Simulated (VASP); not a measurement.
# CO2 (I-42d) in VASP: notebook

One crystal, CO2, is run at these levels: PBE+D3(BJ); tasks: relaxation of shape and atoms at fixed volume.

Program: VASP 6.6.1. These are calculated values, not measurements. Logs are shortened: lines on timing, memory, paths and dates and some standing lists are left out, and cuts for length are marked.

### Step 1. The crystal as given

Symmetry: I-42d, No. 122, tetragonal system. Conventional cell: a = 3.938 Å, b = 3.938 Å, c = 5.976 Å, α = 90.00°, β = 90.00°, γ = 90.00°. C (site symmetry -4) has 4 O at 1.40 Å as nearest neighbours. O (site symmetry 2) is surrounded by 2 C at 1.40 Å.

### Step 2. Relaxation of shape and atoms at fixed volume, PBE+D3(BJ) (a relaxed cell with its volume scaled by 0.98)

Contents of INCAR:

```
SYSTEM = CO2
ALGO = Fast
EDIFF = 1E-7
EDIFFG = -0.01
ENCUT = 600
GGA = PE
IBRION = 2
ISIF = 4
ISMEAR = 0
IVDW = 12
KPAR = 2
LASPH = .True.
LCHARG = .False.
LREAL = .False.
LWAVE = .False.
NELM = 80
NSW = 40
PREC = Accurate
SIGMA = 0.03
```

Contents of KPOINTS:

```
k-points
0
Gamma
  12 12 12
  0 0 0
```

Contents of POSCAR:

```
CO2                                     
1.0
   -1.9558724450      1.9558724450      2.9679447947
    1.9558724450     -1.9558724450      2.9679447947
    1.9558724450      1.9558724450     -2.9679447947
  C               O             
     2     4
Direct
     0.0000000000000000    0.0000000000000000    0.0000000000000000
     0.7500000000000000    0.2500000000000000    0.5000000000000000
     0.3750000000000000    0.2927352918150434    0.4177352918150434
     0.7072647081849567    0.1250000000000000    0.0822647081849566
     0.8750000000000000    0.9572647081849567    0.5822647081849567
     0.0427352918150434    0.6250000000000000    0.9177352918150433
```

Potentials or basis: VASP PAW PBE potentials, release 64 (C, O).

Started as:

```
cat potpaw_PBE.64/C/POTCAR potpaw_PBE.64/O/POTCAR > POTCAR
mpirun -np 2 vasp_std > vasp.out
```

OUTCAR:

```text
SYSTEM = CO2
   EDIFF = 1E-7
   EDIFFG = -0.01
   ENCUT = 600
   GGA = PE
   IBRION = 2
   ISIF = 4
   ISMEAR = 0
   IVDW = 12
   LASPH = .True.
   LREAL = .False.
   NELM = 80
   NSW = 40
   PREC = Accurate
 IVDW          = 12

 ion  position               nearest neighbor table
   1  0.000  0.000  0.000-   3 1.39   4 1.39   5 1.39   6 1.39
   2  0.750  0.250  0.500-   4 1.39   5 1.39   6 1.39   3 1.39
   3  0.375  0.293  0.418-   1 1.39   2 1.39
   4  0.707  0.125  0.082-   1 1.39   2 1.39
   5  0.875  0.957  0.582-   1 1.39   2 1.39
   6  0.043  0.625  0.918-   2 1.39   1 1.39

  LATTYP: Found a body centered tetragonal cell.
 ALAT       =     3.9117448900
 C/A-ratio  =     1.5174531459

  Lattice vectors:

 A1 = (  -1.9558724450,   1.9558724450,   2.9679447947)
 A2 = (   1.9558724450,  -1.9558724450,   2.9679447947)
 A3 = (   1.9558724450,   1.9558724450,  -2.9679447947)

Analysis of symmetry for initial positions (statically):
=====================================================================
 Subroutine PRICEL returns:
 Original cell was already a primitive cell.

 Routine SETGRP: Setting up the symmetry group for a
 body centered tetragonal supercell.

 Subroutine GETGRP returns: Found  8 space group operations
 (whereof  4 operations were pure point group operations)
 out of a pool of 16 trial point group operations.

The static configuration has the point symmetry S_4 .
 The point group associated with its full space group is D_2d.

Analysis of symmetry for dynamics (positions and initial velocities):
=====================================================================
 Subroutine PRICEL returns:
 Original cell was already a primitive cell.

 Routine SETGRP: Setting up the symmetry group for a
 body centered tetragonal supercell.

 Subroutine GETGRP returns: Found  8 space group operations
 (whereof  4 operations were pure point group operations)
 out of a pool of 16 trial point group operations.

The dynamic configuration has the point symmetry S_4 .
 The point group associated with its full space group is D_2d.

 Subroutine INISYM returns: Found  8 space group operations
 (whereof  4 operations are pure point group operations),
 and found     1 'primitive' translations

----------------------------------------------------------------------------------------

                                     Primitive cell

  volume of cell :      45.4147

  direct lattice vectors                    reciprocal lattice vectors
    -1.955872445  1.955872445  2.967944795     0.000000000  0.255640393  0.168466745
     1.955872445 -1.955872445  2.967944795     0.255640393  0.000000000  0.168466745
     1.955872445  1.955872445 -2.967944795     0.255640393  0.255640393  0.000000000

  length of vectors
     4.057039604  4.057039604  4.057039604     0.306158545  0.306158545  0.361530111

  position of ions in fractional coordinates (direct lattice)
     0.000000000  0.000000000  0.000000000
     0.750000000  0.250000000  0.500000000
     0.375000000  0.292735292  0.417735292
     0.707264708  0.125000000  0.082264708
     0.875000000  0.957264708  0.582264708
     0.042735292  0.625000000  0.917735292

  ion indices of the primitive-cell ions
   primitive index   ion index
                 1           1
                 2           2
                 3           3
                 4           4
                 5           5
                 6           6

----------------------------------------------------------------------------------------

 KPOINTS: k-points

Automatic generation of k-mesh.
 Grid dimensions read from file:
 generate k-points for:   12   12   12

 Generating k-lattice:

  Cartesian coordinates                     Fractional coordinates (reciprocal lattice)
     0.000000000  0.021303366  0.014038895     0.083333333  0.000000000 -0.000000000
     0.021303366  0.000000000  0.014038895     0.000000000  0.083333333 -0.000000000
     0.021303366  0.021303366  0.000000000     0.000000000  0.000000000  0.083333333

  Length of vectors
     0.025513212  0.025513212  0.030127509

  Shift w.r.t. Gamma in fractional coordinates (k-lattice)
     0.000000000  0.000000000  0.000000000

 Subroutine IBZKPT returns following result:
 ===========================================

 Found    163 irreducible k-points:

 Following reciprocal coordinates:
            Coordinates               Weight
  0.000000  0.000000  0.000000      1.000000
  0.083333  0.000000 -0.000000      8.000000
  0.166667  0.000000  0.000000      8.000000
  0.250000  0.000000 -0.000000      8.000000
  0.333333  0.000000 -0.000000      8.000000
  0.416667  0.000000  0.000000      8.000000
[... 16 lines left out ...]
  0.500000  0.166667 -0.000000     16.000000
 -0.416667  0.166667 -0.000000     16.000000
 [... further k-points ...]
   k-points           NKPTS =    163   k-points in BZ     NKDIM =    163   number of bands    NBANDS=     20
   number of dos      NEDOS =    301   number of ions     NIONS =      6
   total plane-waves  NPLWV =  32768
   dimension x,y,z NGX =    32 NGY =   32 NGZ =   32
   dimension x,y,z NGXF=    64 NGYF=   64 NGZF=   64
   ions per type =               2   4
   NGX,Y,Z   is equivalent  to a cutoff of  13.11, 13.11, 13.11 a.u.
   NGXF,Y,Z  is equivalent  to a cutoff of  26.23, 26.23, 26.23 a.u.
 SYSTEM =  CO2
   PREC   = accura    normal or accurate (medium, high low for compatibility)
   ISTART =      0    job   : 0-new  1-cont  2-samecut
   ICHARG =      2    charge: 1-file 2-atom 10-const
   ISPIN  =      1    spin polarized calculation?
   LNONCOLLINEAR =      F non collinear calculations
   LSORBIT =      F    spin-orbit coupling
   LASPH  =      T    aspherical Exc in radial PAW
   ENCUT  =  600.0 eV  44.10 Ry    6.64 a.u.   8.10  8.10  8.10*2*pi/ulx,y,z
   NELM   =     80;   NELMIN=  2; NELMDL= -5     # of ELM steps
   EDIFF  = 0.1E-06   stopping-criterion for ELM
   LREAL  =      F    real-space projection
   EDIFFG = -.1E-01   stopping-criterion for IOM
   NSW    =     40    number of steps for IOM
   IBRION =      2    ionic relax: 0-MD 1-quasi-New 2-CG
   NFREE  =      1    steps in history (QN), initial steepest desc. (CG)
   ISIF   =      4    stress and relaxation
   ISYM   =      2    0-nonsym 1-usesym 2-fastsym
   POTIM  = 0.5000    time-step for ionic-motion
   TEBEG  =    0.0;   TEEND  =   0.0 temperature during run
   PSTRESS=    0.0 pullay stress
   NELECT =      32.0000    total number of electrons
   NUPDOWN=      -1.0000    fix difference up-down
   EMIN   =  10.00;   EMAX   =-10.00  energy-range for DOS
   EFERMI =   0.00;   METHOD = LEGACY
   ISMEAR =     0;   SIGMA  =   0.03  broadening in eV -4-tet -1-fermi 0-gaus
   EFERMI_NEDOS =   21; number of points for ismear=-14 and -15
   IALGO  =     68    algorithm
   IMIX   =      4    mixing-type and parameters
     AMIX     =   0.40;   BMIX     =  1.00
     AMIX_MAG =   1.60;   BMIX_MAG =  1.00
  volume/ion in A,a.u.               =       7.57        51.08
  Fermi-wavevector in a.u.,A,eV,Ry     =   1.456775  2.752906 28.874201  2.122194
  Thomas-Fermi vector in A             =   2.573654
   LORBIT       =      0    0 simple, 1 ext, 2 COOP (PROOUT), +10 PAW based schemes
   GGA     = PE    functional components
   LHFCALC =     F    Hartree Fock is set to
   AEXX    =    0.0000 exact exchange contribution
   IVDW    =    12    specifies the selected vdW correction
   LEPSILON=     F    determine dielectric tensor
   LRPA    =     F    only Hartree local field effects (RPA)
 conjugate gradient relaxation of ions
 non-spin polarized calculation
 RMM-DIIS sequential band-by-band and
 Gauss-broadening in eV      SIGMA  =   0.03
  energy-cutoff  :      600.00
  volume of cell :       45.41
 maximum number of plane-waves:      1530
   NGX = 17   NGY = 17   NGZ = 17

--------------------------------------- Ionic step        1  -------------------------------------------

 number of electron      32.0000004 magnetization

 Free energy of the ion-electron system (eV)
  ---------------------------------------------------
  ext. energy  EPLUGINS =         0.00000000
  ---------------------------------------------------
  free energy    TOTEN  =       -43.40697424 eV

  energy without entropy =      -43.40697424  energy(sigma->0) =      -43.40697424

------------------------ aborting loop because EDIFF is reached ----------------------------------------

 Edisp (eV)   -0.62434

 E8    (eV) :    -0.1598

  FORCE on cell =-STRESS in cart. coord.  units (eV):
  Direction    XX          YY          ZZ          XY          YZ          ZX
  --------------------------------------------------------------------------------------
  -------------------------------------------------------------------------------------
  Total       1.61499     1.61499     1.51481     0.00000     0.00000     0.00000
  in kB      56.97496    56.97496    53.44072     0.00000     0.00000     0.00000
  external pressure =       55.80 kB  Pullay stress =        0.00 kB
[... 157 lines left out ...]
  energy  without entropy=      -44.0384214276  energy(sigma->0) =      -44.03842143

--------------------------------------- Ionic step        5  -------------------------------------------

 number of electron      32.0000007 magnetization

 Free energy of the ion-electron system (eV)
  ---------------------------------------------------
  ext. energy  EPLUGINS =         0.00000000
  ---------------------------------------------------
  free energy    TOTEN  =       -43.41408399 eV

  energy without entropy =      -43.41408399  energy(sigma->0) =      -43.41408399

 E-fermi :   2.6194     XC(G=0): -11.2808

 val. band max:        2.4962514084   @ k =   0.5000   0.0000  -0.0000
 cond. band min:      10.1676354830   @ k =   0.0000   0.0000   0.0000
 fundamental gap:      7.6713840745
 Fermi energy:         2.6194304139

 k-point     1 :       0.0000    0.0000    0.0000
  band No.  band energies     occupation
      1     -21.6642      2.00000
      2     -16.4889      2.00000
      3     -16.4889      2.00000
      4     -15.8047      2.00000
      5     -12.0230      2.00000
      6      -7.1867      2.00000
[... 12 lines left out ...]
     19      11.9168      0.00000
[... 513 lines left out ...]
      4     -16.2538      2.00000
      5     -10.2939      2.00000
      6      -7.6500      2.00000
[... 12 lines left out ...]
     19      12.3867      0.00000
     20      12.8677      0.00000

 [... further k-points ...]

------------------------ aborting loop because EDIFF is reached ----------------------------------------

 Edisp (eV)   -0.62479

 E8    (eV) :    -0.1600

  FORCE on cell =-STRESS in cart. coord.  units (eV):
  Direction    XX          YY          ZZ          XY          YZ          ZX
  --------------------------------------------------------------------------------------
  -------------------------------------------------------------------------------------
  Total       0.83693     0.83693     0.83593     0.00000     0.00000     0.00000
  in kB      29.52600    29.52600    29.49068     0.00000     0.00000     0.00000
  external pressure =       29.51 kB  Pullay stress =        0.00 kB
[... 21 lines left out ...]
  FREE ENERGIE OF THE ION-ELECTRON SYSTEM (eV)
  ---------------------------------------------------
  free  energy   TOTEN  =       -44.0388774536 eV

  energy  without entropy=      -44.0388774536  energy(sigma->0) =      -44.03887745

 reached required accuracy - stopping structural energy minimisation
```

It took 3.5 min on 2 MPI ranks of Intel Xeon Platinum 8375C at 2.90GHz (Ice Lake), shared host; peak memory 0.29 GiB.

Results:

- Free energy: -44.0389 eV
- Energy gained by relaxing: 1.3 meV/atom
- Ionic steps: 5
- Pressure after relaxing: 3.0 GPa
- Band gap on the k mesh: 7.67 eV, indirect (least direct gap 8.06 eV)
- Dispersion energy per atom: -0.104 eV

Step by step:
```
step  energy change (eV)  largest force (eV/Å)  pressure (GPa)
   1              0.0000                0.2882            5.58
   2             -0.0064                0.0562            2.76
   3             -0.0067                0.0035            3.24
   4             -0.0071                0.0027            3.16
   5             -0.0076                0.0012            2.95
```

Final structure:
```yaml
crystal:
  lattice:
    - [-1.95086, 1.95086, 2.98322]
    - [1.95086, -1.95086, 2.98322]
    - [1.95086, 1.95086, -2.98322]
  atoms:
    - { symbol: C, position: [0.00000, 0.00000, 0.00000] }
    - { symbol: C, position: [0.75000, 0.25000, 0.50000] }
    - { symbol: O, position: [0.37500, 0.29620, 0.42120] }
    - { symbol: O, position: [0.70380, 0.12500, 0.07880] }
    - { symbol: O, position: [0.87500, 0.95380, 0.57880] }
    - { symbol: O, position: [0.04620, 0.62500, 0.92120] }
```

Levels at points of the mesh, in eV from the valence-band top:
```
           k point  band 14  band 15  band 16  band 17  band 18  band 19
(0.00, 0.00, 0.00)    -0.82    -0.82    -0.39     7.67     9.38     9.42
(0.50, 0.00, 0.00)    -1.39    -0.40     0.00     8.35     9.61     9.78
(0.50, 0.50, 0.00)    -0.60    -0.55    -0.55     9.03     9.03     9.99
(0.50, 0.50, 0.50)    -2.85    -0.03    -0.03     8.87     8.87    10.82
```

### Step 3. Relaxation of shape and atoms at fixed volume, PBE+D3(BJ)

INCAR is that of step 2.

KPOINTS is that of step 2.

Edit POSCAR of step 2 so:

```diff
@@ -2,5 +2,5 @@
 1.0
-   -1.9558724450      1.9558724450      2.9679447947
-    1.9558724450     -1.9558724450      2.9679447947
-    1.9558724450      1.9558724450     -2.9679447947
+   -1.9690882002      1.9690882002      2.9879990841
+    1.9690882002     -1.9690882002      2.9879990841
+    1.9690882002      1.9690882002     -2.9879990841
   C               O
```

Potentials or basis: VASP PAW PBE potentials, release 64 (C, O).

Started as:

```
cat potpaw_PBE.64/C/POTCAR potpaw_PBE.64/O/POTCAR > POTCAR
mpirun -np 2 vasp_std > vasp.out
```

Run time: 1.8 min. Hardware: 2 MPI ranks of Intel Xeon Platinum 8375C at 2.90GHz (Ice Lake), shared host; peak memory 0.3 GiB.

The run converged. Its results:

```
Free energy                : -44.0527 eV
Pressure after relaxing    : 0.0 GPa
Band gap on the k mesh     : 7.65 eV, indirect (least direct gap 8.06 eV)
Dispersion energy per atom : -0.102 eV
```

Stress tensor (GPa, compression positive):
```
-0.03  0.00  0.00
 0.00 -0.03  0.00
 0.00  0.00  0.06
```

Final structure:
```xyz
6
Lattice="-1.9691 1.9691 2.9880 1.9691 -1.9691 2.9880 1.9691 1.9691 -2.9880" Properties=species:S:1:pos:R:3 pbc="T T T"
C     0.0000    0.0000    0.0000
C     0.0000    1.9691    1.4940
O     0.6606    0.9845    0.7470
O    -0.9845    1.3085    2.2410
O     1.3085    0.9845    3.7350
O     2.9536    0.6606   -0.7470
```

Levels at points of the mesh, in eV from the valence-band top:
```csv
k point,band 13,band 14,band 15,band 16,band 17,band 18,band 19,band 20
"(0.00, 0.00, 0.00)",-1.24,-0.85,-0.85,-0.41,7.65,9.19,9.29,9.29
"(0.50, 0.00, 0.00)",-1.67,-1.36,-0.41,0.00,8.25,9.48,9.62,10.28
"(0.50, 0.50, 0.00)",-0.62,-0.62,-0.53,-0.53,8.89,8.89,9.89,9.91
"(0.50, 0.50, 0.50)",-2.83,-2.83,-0.01,-0.01,8.86,8.86,10.67,10.71
```

Caveat: the relaxation stopped at its first step, so nothing moved.
